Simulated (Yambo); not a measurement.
**InP in Yambo: convergence with bands in self energy**

The system is InP.

```
In P
1.0
     0.00000    2.93050    2.93050
     2.93050    0.00000    2.93050
     2.93050    2.93050    0.00000
In P
1 1
Cartesian
  0.0000 0.0000 0.0000
  4.3957 4.3957 4.3957
```

* Program: Yambo 5.3.0
* Task: G0W0 quasiparticle levels
* Functional: PBE
* Potentials or basis: PseudoDojo 0.4.1 SR PBE standard
* Cutoff: 952 eV
* Density cutoff: 3810 eV
* k mesh: 6 × 6 × 6
* Occupations: fixed
* Spin: no spin polarisation
* k mesh of the self-consistent run: 8 × 8 × 8
* Random integration of the Coulomb term: yes
* Direction of the field or of q to 0: x + y + z
* Broadening: 0.1 eV
* States corrected: Γ and the k points of the band edges
* Frequency dependence of W: plasmon pole
* Terminator of the band sum in the self-energy: none
* Quasiparticle equation: linearised (Newton)
* Imaginary frequency of the plasmon-pole fit: 27.2114 eV
* Bands in the response: 109
* Bands in the self-energy: 14
* Cutoff of the response matrix: 6 Ry
* Cutoff of exchange and Vxc: 70 Ry
* Bands corrected (first, last): [9, 10]

These are the settings of the first run; the series varies bands in self energy, with any setting tied to it.

```tsv
bands in self energy	quasiparticle gap at the points computed (eV)
14	0.951
19	1.050
29	1.069
49	1.061
109	1.082
```

Against the tightest run, the quasiparticle gap at the points computed stays within 0.05 eV from 19 on. The tightest run that finished is the yardstick and may itself not be fully converged.

Caveat, for the tightest run too: the potentials hold a filled d shell without the s and p states of that shell, which can shift GW gaps by tenths of an eV, either way; this version prints the column dSc/dw multiplied by 27.2; spin-orbit coupling is left out, which moves the levels of the heavy elements.
